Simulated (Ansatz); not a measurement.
# BN (P6_3mc): scan of the energy under strain in Python

The task is a scan of the energy under strain, for BN (P6_3mc).

The COD entry's cell or inner coordinates are ideal or old and differ from later refinements, so a difference from it is no clean test against experiment.

Computed with Ansatz 0.2.0 through its Python package. Level of theory: DFT PBE, plane waves, PAW.

### 1 Starting point

Symmetry: P6_3mc, No. 186, hexagonal system. The conventional cell has a = 2.536 Å, b = 2.536 Å, c = 4.199 Å, α = 90.00°, β = 90.00°, γ = 120.00°. Around B (site symmetry 3m) lie 4 N at 1.56 to 1.57 Å. N (site symmetry 3m) has 4 B at 1.56 to 1.57 Å as nearest neighbours.

No structure file is read: the coordinates are typed or built in the script.

### 2 Script

Contents of strain_bn.py:

```python
'''A uniaxial strain scan of BN.'''

import ansatz as az
import matplotlib.pyplot as plt
import numpy as np

vectors0 = np.array([
    [2.536, 0.0, 0.0],
    [-1.268, 2.19624, 0.0],
    [0.0, 0.0, 4.199],
])
sites = [
    ('B', (2 / 3, 1 / 3, 0.0)),
    ('B', (1 / 3, 2 / 3, 0.5)),
    ('N', (2 / 3, 1 / 3, 0.375)),
    ('N', (1 / 3, 2 / 3, 0.875)),
]


def make_crystal(cell):
    crystal = az.Crystal(lattice=az.Lattice.of(cell))
    for symbol, position in sites:
        crystal = crystal.atom(symbol, position)
    return crystal


def main() -> None:
    # clamped ions: the fractional positions stay as typed
    values = np.linspace(-0.01, 0.01, 7)
    energies = []
    for d in values:
        strain = np.diag([0, 0, d])
        cell = vectors0 @ (np.eye(3) + strain)
        model = make_crystal(cell).calculation()
        model = model.functional('PBE').occupations('fermi_dirac', width=0.05)
        model = model.basis(520)
        model = model.kpoints(12, 12, 6).stress()
        report = model.run(threads=1, pin='off').report
        energies.append(report['free_energy_ev'] / len(sites))
        s = report['stress_gpa']
        print(f'd = {d:+.4f}  stress xx yy zz xy (GPa, compression positive): {s[0][0]:8.3f} {s[1][1]:8.3f} {s[2][2]:8.3f} {s[0][1]:8.3f}')
    energies = np.array(energies)

    for value, e in zip(values, energies):
        print(f'strain {value:7.3f}   E - Emin = {1000 * (e - energies.min()):9.3f} meV/atom')
    plt.figure(figsize=(4.5, 3))
    plt.plot(values, 1000 * (energies - energies.min()), 'o-')
    plt.xlabel('strain')
    plt.ylabel('meV/atom')
    plt.tight_layout()
    plt.savefig('strain.png', dpi=100)
    curvature = 2 * np.polyfit(values, energies, 3)[1]
    volume = abs(np.linalg.det(vectors0)) / len(sites)
    print(f'd2E/dd2 over the volume: {curvature / volume * 160.21766:.1f} GPa')


if __name__ == '__main__':
    main()
```

### 3 The calls as engine input

The engine receives this input (first run):

```yaml
crystal:
  lattice:
    - [2.536, 0.0, 0.0]
    - [-1.268, 2.19624, 0.0]
    - [0.0, 0.0, 4.15701]
  atoms:
    - { symbol: B, position: [0.6666666666666666, 0.3333333333333333, 0.0] }
    - { symbol: B, position: [0.3333333333333333, 0.6666666666666666, 0.5] }
    - { symbol: "N", position: [0.6666666666666666, 0.3333333333333333, 0.375] }
    - { symbol: "N", position: [0.3333333333333333, 0.6666666666666666, 0.875] }
basis:
  ecutwfc: 520.0
kpoints:
  mp_grid:
    grid: [12, 12, 6]
hamiltonian:
  xc: pbe
scf:
  occupations:
    method: fermi_dirac
    width: 0.05
output:
  stress: true
```

### 4 Running it

Launch:

```
$ python strain_bn.py
```

**Question.** How much energy does this uniaxial strain cost, and what curvature follows?

**Answer**, as computed:

```
                  quantity          value
curvature under the strain     1065.0 GPa
             runs compared              7
           range of energy  5.54 meV/atom
      lowest point, strain          0.007
```

In words: Against the unstrained cell the energy per atom changes by +4.63 meV at one end of the scan and -0.74 meV at the other, and its second derivative over the volume is 1065.0 GPa. Caveats:
- The curvature belongs to this strain pattern and to the cell's stress; it equals a single elastic constant only for simple patterns.
- Of the deposited cell: the entry's cell lengths or inner coordinates differ somewhat from later room-temperature determinations.
- At these settings the cell as given stands under about 7 GPa, so it isn't at this functional's equilibrium volume.
- The ions keep their fractional positions (clamped ions).
